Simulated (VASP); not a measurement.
Here is a VASP 6.6.1 calculation.

INCAR

```
ALGO = Normal ; EDIFF = 1E-7
EDIFFG = -0.005 ; ENCUT = 300
GGA = PE ; IBRION = 2
ISIF = 3 ; ISMEAR = 0
LASPH = True ; LCHARG = False
LREAL = False ; LWAVE = False
NELM = 80 ; NSW = 90
PREC = Accurate ; SIGMA = 0.03
```

File KPOINTS:

```
k-points
0
Gamma
  2 4 2
```

File POSCAR:

```
Sb2S3                                   
1.0
   11.8756547129      0.0000000000      0.0000000000
    0.0000000000      3.8787303774     -0.0000000000
    0.0000000000     -0.0000000000     11.1875526672
  Sb              S             
     8    12
Direct
     0.4681980244488145    0.2500000000000000    0.3273180930799249
     0.0318019755511854    0.7500000000000000    0.8273180930799250
     0.9681980244488146    0.2500000000000000    0.1726819069200751
     0.5318019755511854    0.7500000000000000    0.6726819069200750
     0.3561955119257624    0.7500000000000000    0.0336799721339801
     0.1438044880742377    0.2500000000000000    0.5336799721339802
     0.8561955119257622    0.7500000000000000    0.4663200278660199
     0.6438044880742378    0.2500000000000000    0.9663200278660198
     0.2977194576611071    0.2500000000000000    0.1884153169262365
     0.2022805423388930    0.7500000000000000    0.6884153169262364
     0.7977194576611069    0.2500000000000000    0.3115846830737635
     0.7022805423388931    0.7500000000000000    0.8115846830737636
     0.5469693754793822    0.7500000000000000    0.1254330107485537
     0.9530306245206178    0.2500000000000000    0.6254330107485538
     0.0469693754793821    0.7500000000000000    0.3745669892514463
     0.4530306245206179    0.2500000000000000    0.8745669892514462
     0.3757695309303158    0.7500000000000000    0.4416355884416141
     0.1242304690696843    0.2500000000000000    0.9416355884416137
     0.8757695309303157    0.7500000000000000    0.0583644115583860
     0.6242304690696843    0.2500000000000000    0.5583644115583863
```

Potentials or basis: VASP PAW PBE potentials, release 64 (Sb, S).

Command:

```sh
$ cat potpaw_PBE.64/Sb/POTCAR potpaw_PBE.64/S/POTCAR > POTCAR
$ mpirun -np 4 vasp_std > vasp.out
```

Q: What does it give for the space group after relaxing (to 0.05 Å)?

A: Pnma (No. 62).

Q: What does it give for the band gap on the k mesh?

A: 1.30 eV, indirect (least direct gap 1.40 eV).

Q: Estimate the relaxed cell.

A: a = 11.990 Å, b = 3.879 Å, c = 11.175 Å, α = 90.00°, β = 90.00°, γ = 90.00°.

The path:
| step | energy change (eV) | largest force (eV/Å) | pressure (GPa) | volume (Å³) |
| --- | --- | --- | --- | --- |
| 1 | 0.0000 | 0.0097 | 0.08 | 515.33 |
| 2 | -0.0004 | 0.0247 | -0.02 | 516.27 |
| 3 | -0.0004 | 0.0284 | -0.04 | 516.44 |
| 4 | -0.0008 | 0.0258 | -0.03 | 516.68 |
| 5 | -0.0012 | 0.0229 | -0.01 | 517.14 |
| 6 | -0.0012 | 0.0362 | 0.04 | 518.07 |
| 7 | -0.0014 | 0.0244 | 0.02 | 517.58 |
| 8 | -0.0018 | 0.0148 | 0.01 | 518.06 |
| 9 | -0.0019 | 0.0170 | 0.00 | 518.50 |
| 10 | -0.0022 | 0.0123 | -0.01 | 518.80 |
| 11 | -0.0024 | 0.0125 | -0.03 | 519.07 |
| 12 | -0.0024 | 0.0127 | -0.03 | 519.16 |
| 13 | -0.0025 | 0.0130 | 0.04 | 518.94 |
| 14 | -0.0025 | 0.0122 | 0.03 | 518.97 |
| 15 | -0.0027 | 0.0072 | 0.02 | 519.30 |
| 16 | -0.0027 | 0.0075 | 0.01 | 519.51 |
| 17 | -0.0027 | 0.0145 | 0.00 | 519.94 |
| 18 | -0.0028 | 0.0093 | 0.01 | 519.65 |
| 19 | -0.0028 | 0.0062 | -0.02 | 519.91 |
| 20 | -0.0028 | 0.0053 | -0.01 | 519.83 |
| 21 | -0.0028 | 0.0053 | -0.01 | 519.85 |
| 22 | -0.0028 | 0.0056 | 0.02 | 519.70 |
| 23 | -0.0028 | 0.0042 | 0.01 | 519.74 |

Caveat: the cutoff is under 1.25 times the usual one of these potentials, so pressure, stress and relaxed cells hold a basis-set (Pulay) error; spin-orbit coupling is left out, which moves the levels of the heavy elements. Zero-point motion and thermal expansion aren't in these numbers.
